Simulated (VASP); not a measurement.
# Tc (Pm-3m) in VASP: single point with LDA

Aim: the single point of Tc with LDA.

Program: VASP 6.6.1. These are calculated values, not measurements. Logs are shortened: lines on timing, memory, paths and dates and some standing lists are left out, and cuts for length are marked.

**1. The crystal as given**

The structure is cubic, space group Pm-3m (No. 221). The conventional cell has a = 2.490 Å, b = 2.490 Å, c = 2.490 Å, α = 90.00°, β = 90.00°, γ = 90.00°. Tc (site symmetry m-3m) is surrounded by 6 Tc at 2.49 Å.

The cell was built by a generator and needn't be a form met in nature.

**2. Single point, LDA**

The input, INCAR:

```
PREC = Accurate
ENCUT = 520
EDIFF = 1E-6
ISMEAR = -1
SIGMA = 0.13605693000000002
LREAL = False
LASPH = True
NELM = 100
ALGO = Normal
ISIF = 2
LWAVE = False
LCHARG = True
LELF = True
LVHAR = True
NBANDS = 12
```

The input, KPOINTS:

```
regular mesh
0
Gamma
  13 13 13
```

The input, POSCAR:

```
Tc
1.0
    2.4899328487      0.0000000000      0.0000000000
    0.0000000000      2.4899328487      0.0000000000
    0.0000000000      0.0000000000      2.4899328487
Tc
1
Direct
    0.0000000000      0.0000000000      0.0000000000
```

Potentials or basis: VASP PAW LDA potentials, release 64 (Tc_pv).

The run is started by

```sh
> cat potpaw_LDA.64/Tc_pv/POTCAR > POTCAR
> mpirun -np 1 vasp_std > vasp.out
```

OUTCAR:

```text
PREC = Accurate
   ENCUT = 520
   EDIFF = 1E-6
   ISMEAR = -1
   LREAL = False
   LASPH = True
   NELM = 100
   ISIF = 2

 ion  position               nearest neighbor table
   1  0.000  0.000  0.000-

  LATTYP: Found a simple cubic cell.
 ALAT       =     2.4899328487

  Lattice vectors:

 A1 = (   2.4899328487,   0.0000000000,   0.0000000000)
 A2 = (   0.0000000000,   2.4899328487,   0.0000000000)
 A3 = (   0.0000000000,   0.0000000000,   2.4899328487)

Analysis of symmetry for initial positions (statically):
=====================================================================
 Subroutine PRICEL returns:
 Original cell was already a primitive cell.

 Routine SETGRP: Setting up the symmetry group for a
 simple cubic supercell.

 Subroutine GETGRP returns: Found 48 space group operations
 (whereof 48 operations were pure point group operations)
 out of a pool of 48 trial point group operations.

The static configuration has the point symmetry O_h .

Analysis of symmetry for dynamics (positions and initial velocities):
=====================================================================
 Subroutine PRICEL returns:
 Original cell was already a primitive cell.

 Routine SETGRP: Setting up the symmetry group for a
 simple cubic supercell.

 Subroutine GETGRP returns: Found 48 space group operations
 (whereof 48 operations were pure point group operations)
 out of a pool of 48 trial point group operations.

The dynamic configuration has the point symmetry O_h .

 Subroutine INISYM returns: Found 48 space group operations
 (whereof 48 operations are pure point group operations),
 and found     1 'primitive' translations

----------------------------------------------------------------------------------------

                                     Primitive cell

  volume of cell :      15.4370

  direct lattice vectors                    reciprocal lattice vectors
     2.489932849  0.000000000  0.000000000     0.401617257  0.000000000  0.000000000
     0.000000000  2.489932849  0.000000000     0.000000000  0.401617257  0.000000000
     0.000000000  0.000000000  2.489932849     0.000000000  0.000000000  0.401617257

  length of vectors
     2.489932849  2.489932849  2.489932849     0.401617257  0.401617257  0.401617257

  position of ions in fractional coordinates (direct lattice)
     0.000000000  0.000000000  0.000000000

  ion indices of the primitive-cell ions
   primitive index   ion index
                 1           1

----------------------------------------------------------------------------------------

 KPOINTS: regular mesh

Automatic generation of k-mesh.
 Grid dimensions read from file:
 generate k-points for:   13   13   13

 Generating k-lattice:

  Cartesian coordinates                     Fractional coordinates (reciprocal lattice)
     0.030893635  0.000000000  0.000000000     0.076923077  0.000000000  0.000000000
     0.000000000  0.030893635  0.000000000     0.000000000  0.076923077  0.000000000
     0.000000000  0.000000000  0.030893635     0.000000000  0.000000000  0.076923077

  Length of vectors
     0.030893635  0.030893635  0.030893635

  Shift w.r.t. Gamma in fractional coordinates (k-lattice)
     0.000000000  0.000000000  0.000000000

 Subroutine IBZKPT returns following result:
 ===========================================

 Found     84 irreducible k-points:

 Following reciprocal coordinates:
            Coordinates               Weight
  0.000000  0.000000  0.000000      1.000000
  0.076923  0.000000  0.000000      6.000000
  0.153846  0.000000  0.000000      6.000000
  0.230769  0.000000  0.000000      6.000000
  0.307692  0.000000  0.000000      6.000000
  0.384615  0.000000  0.000000      6.000000
[... 16 lines left out ...]
  0.307692  0.307692  0.000000     12.000000
  0.384615  0.307692  0.000000     24.000000
 [... further k-points ...]
   k-points           NKPTS =     84   k-points in BZ     NKDIM =     84   number of bands    NBANDS=     12
   number of dos      NEDOS =    301   number of ions     NIONS =      1
   total plane-waves  NPLWV =   8000
   dimension x,y,z NGX =    20 NGY =   20 NGZ =   20
   dimension x,y,z NGXF=    40 NGYF=   40 NGZF=   40
   ions per type =               1
   NGX,Y,Z   is equivalent  to a cutoff of  13.35, 13.35, 13.35 a.u.
   NGXF,Y,Z  is equivalent  to a cutoff of  26.71, 26.71, 26.71 a.u.
 SYSTEM =  unknown system
   PREC   = accura    normal or accurate (medium, high low for compatibility)
   ISTART =      0    job   : 0-new  1-cont  2-samecut
   ICHARG =      2    charge: 1-file 2-atom 10-const
   ISPIN  =      1    spin polarized calculation?
   LNONCOLLINEAR =      F non collinear calculations
   LSORBIT =      F    spin-orbit coupling
   LASPH  =      T    aspherical Exc in radial PAW
   ENCUT  =  520.0 eV  38.22 Ry    6.18 a.u.   4.63  4.63  4.63*2*pi/ulx,y,z
   NELM   =    100;   NELMIN=  2; NELMDL= -5     # of ELM steps
   EDIFF  = 0.1E-05   stopping-criterion for ELM
   LREAL  =      F    real-space projection
   EDIFFG = 0.1E-04   stopping-criterion for IOM
   NSW    =      0    number of steps for IOM
   IBRION =     -1    ionic relax: 0-MD 1-quasi-New 2-CG
   NFREE  =      0    steps in history (QN), initial steepest desc. (CG)
   ISIF   =      2    stress and relaxation
   ISYM   =      2    0-nonsym 1-usesym 2-fastsym
   POTIM  = 0.5000    time-step for ionic-motion
   TEBEG  =    0.0;   TEEND  =   0.0 temperature during run
   PSTRESS=    0.0 pullay stress
   NELECT =      13.0000    total number of electrons
   NUPDOWN=      -1.0000    fix difference up-down
   EMIN   =  10.00;   EMAX   =-10.00  energy-range for DOS
   EFERMI =   0.00;   METHOD = LEGACY
   ISMEAR =    -1;   SIGMA  =   0.14  broadening in eV -4-tet -1-fermi 0-gaus
   EFERMI_NEDOS =   21; number of points for ismear=-14 and -15
   IALGO  =     38    algorithm
   IMIX   =      4    mixing-type and parameters
     AMIX     =   0.40;   BMIX     =  1.00
     AMIX_MAG =   1.60;   BMIX_MAG =  1.00
  volume/ion in A,a.u.               =      15.44       104.17
  Fermi-wavevector in a.u.,A,eV,Ry     =   1.545972  2.921464 32.518328  2.390030
  Thomas-Fermi vector in A             =   2.651275
   LORBIT       =      0    0 simple, 1 ext, 2 COOP (PROOUT), +10 PAW based schemes
   GGA     = CA    functional components
   LHFCALC =     F    Hartree Fock is set to
   AEXX    =    0.0000 exact exchange contribution
   IVDW    =     0    specifies the selected vdW correction
   LEPSILON=     F    determine dielectric tensor
   LRPA    =     F    only Hartree local field effects (RPA)
 non-spin polarized calculation
  energy-cutoff  :      520.00
  volume of cell :       15.44
 maximum number of plane-waves:       437
 NGX is ok and might be reduce to    20
   NGX =  9   NGY =  9   NGZ =  9

 number of electron      12.9999997 magnetization

 Free energy of the ion-electron system (eV)
  ---------------------------------------------------
  ext. energy  EPLUGINS =         0.00000000
  ---------------------------------------------------
  free energy    TOTEN  =       -10.67439669 eV

  energy without entropy =      -10.60094333  energy(sigma->0) =      -10.63767001

 E-fermi :  11.6830     XC(G=0): -13.4399

 val. band max:       11.6068119642   @ k =   0.3846   0.3846   0.0769
 cond. band min:      11.6930613056   @ k =   0.4615   0.2308   0.0000
 fundamental gap:      0.0862493414
 Fermi energy:        11.6830023868

 k-point     1 :       0.0000    0.0000    0.0000
  band No.  band energies     occupation
      1     -26.5385      2.00000
      2     -26.5385      2.00000
      3     -26.5385      2.00000
      4       4.4783      2.00000
      5       6.4010      2.00000
      6       6.4010      2.00000
      7      14.6456      0.00000
      8      14.6456      0.00000
      9      14.6456      0.00000
     10      28.2550      0.00000
     11      28.2550      0.00000
     12      28.2550      0.00000

 k-point     2 :       0.0769    0.0000    0.0000
  band No.  band energies     occupation
      1     -26.6355      2.00000
      2     -26.5302      2.00000
      3     -26.5302      2.00000
      4       4.6707      2.00000
      5       6.4479      2.00000
      6       6.6214      2.00000
      7      14.3981      0.00000
      8      14.3981      0.00000
      9      14.6639      0.00000
     10      27.2629      0.00000
     11      28.6339      0.00000
     12      28.6339      0.00000

 k-point     3 :       0.1538    0.0000    0.0000
  band No.  band energies     occupation
      1     -26.8994      2.00000
      2     -26.5074      2.00000
      3     -26.5074      2.00000
      4       5.1592      2.00000
      5       6.5805      2.00000
      6       7.3100      2.00000
      7      13.7686      0.00000
      8      13.7686      0.00000
      9      14.7151      0.00000
     10      25.2863      0.00000
     11      29.6369      0.00000
     12      29.6369      0.00000

 k-point     4 :       0.2308    0.0000    0.0000
  band No.  band energies     occupation
      1     -27.2598      2.00000
      2     -26.4750      2.00000
      3     -26.4750      2.00000
      4       5.7777      2.00000
      5       6.7749      2.00000
      6       8.4434      2.00000
      7      12.9878      0.00014
      8      12.9878      0.00014
      9      14.7882      0.00000
     10      23.3142      0.00000
     11      30.5632      0.00000
     12      30.9838      0.00000

 k-point     5 :       0.3077    0.0000    0.0000
  band No.  band energies     occupation
      1     -27.6288      2.00000
      2     -26.4404      2.00000
      3     -26.4404      2.00000
      4       6.4227      2.00000
      5       6.9914      2.00000
      6       9.7849      2.00000
      7      12.2572      0.02897
      8      12.2572      0.02897
      9      14.8671      0.00000
     10      21.7698      0.00000
     11      28.9108      0.00000
     12      32.4134      0.00000
[... 228 lines left out ...]
      1     -27.8313      2.00000
      2     -27.0990      2.00000
      3     -26.3511      2.00000
      4       7.3650      2.00000
      5       7.8333      2.00000
      6      10.2580      1.99994
      7      11.9718      0.21382
      8      13.4577      0.00000
      9      13.8502      0.00000
     10      21.5248      0.00000
     11      27.7654      0.00000
     12      29.9669      0.00000

 k-point    22 :       0.4615    0.2308    0.0000
  band No.  band energies     occupation
      1     -27.9915      2.00000
      2     -27.0785      2.00000
      3     -26.3352      2.00000
      4       7.4326      2.00000
      5       7.8021      2.00000
      6      10.3205      1.99991
      7      11.6931      0.96305
      8      13.5129      0.00000
      9      15.1013      0.00000
     10      20.5255      0.00000
     11      28.4259      0.00000
     12      30.1762      0.00000

 k-point    23 :       0.3077    0.3077    0.0000
  band No.  band energies     occupation
      1     -27.5116      2.00000
      2     -27.4737      2.00000
      3     -26.3459      2.00000
      4       7.0747      2.00000
      5       7.7838      2.00000
      6      11.3629      1.82636
      7      12.5265      0.00405
      8      12.7816      0.00062
      9      13.0027      0.00012
     10      22.6605      0.00000
     11      26.2012      0.00000
     12      30.4201      0.00000

 k-point    24 :       0.3846    0.3077    0.0000
  band No.  band energies     occupation
      1     -27.7801      2.00000
      2     -27.4519      2.00000
      3     -26.3182      2.00000
      4       6.7118      2.00000
      5       7.9239      2.00000
      6      12.0507      0.12561
      7      12.1185      0.07826
      8      12.7859      0.00060
      9      14.5058      0.00000
     10      21.4185      0.00000
     11      26.8297      0.00000
     12      29.8938      0.00000

 [... further k-points ...]

------------------------ aborting loop because EDIFF is reached ----------------------------------------

  FORCE on cell =-STRESS in cart. coord.  units (eV):
  Direction    XX          YY          ZZ          XY          YZ          ZX
  --------------------------------------------------------------------------------------
  -------------------------------------------------------------------------------------
  Total       -0.0134309     -0.0134309     -0.0134309      0.0000000      0.0000000     -0.0000000
  in kB       -1.3939706     -1.3939706     -1.3939706      0.0000000      0.0000000     -0.0000000
  external PRESSURE =      -1.3939706 kB  Pullay stress =       0.0000000 kB

 VOLUME and BASIS-vectors are now :
 -----------------------------------------------------------------------------
  energy-cutoff  :      520.00
  volume of cell :       15.44
      direct lattice vectors                 reciprocal lattice vectors
     2.489932849  0.000000000  0.000000000     0.401617257  0.000000000  0.000000000
     0.000000000  2.489932849  0.000000000     0.000000000  0.401617257  0.000000000
     0.000000000  0.000000000  2.489932849     0.000000000  0.000000000  0.401617257

 POSITION                                       TOTAL-FORCE (eV/Angst)
 -----------------------------------------------------------------------------------
      0.00000      0.00000      0.00000         0.000000      0.000000      0.000000
 -----------------------------------------------------------------------------------
    total drift:                               -0.000000     -0.000000     -0.000000

  FREE ENERGIE OF THE ION-ELECTRON SYSTEM (eV)
  ---------------------------------------------------
  free  energy   TOTEN  =       -10.6743966915 eV

  energy  without entropy=      -10.6009433348  energy(sigma->0) =      -10.63767001
```

It took 6.5 s on 1 thread of AMD EPYC 9R45 (Zen 5), shared host; peak memory 0.09 GiB.

Results:

* Free energy: -10.6744 eV
* Pressure: -0.1 GPa
* Band gap on the k mesh: none (metal or under the smearing width)

Levels at points of the mesh, in eV from the Fermi level:
```tsv
k point	band 3	band 4	band 5	band 6	band 7	band 8	band 9	band 10
(0.00, 0.00, 0.00)	-38.22	-7.20	-5.28	-5.28	2.96	2.96	2.96	16.57
```
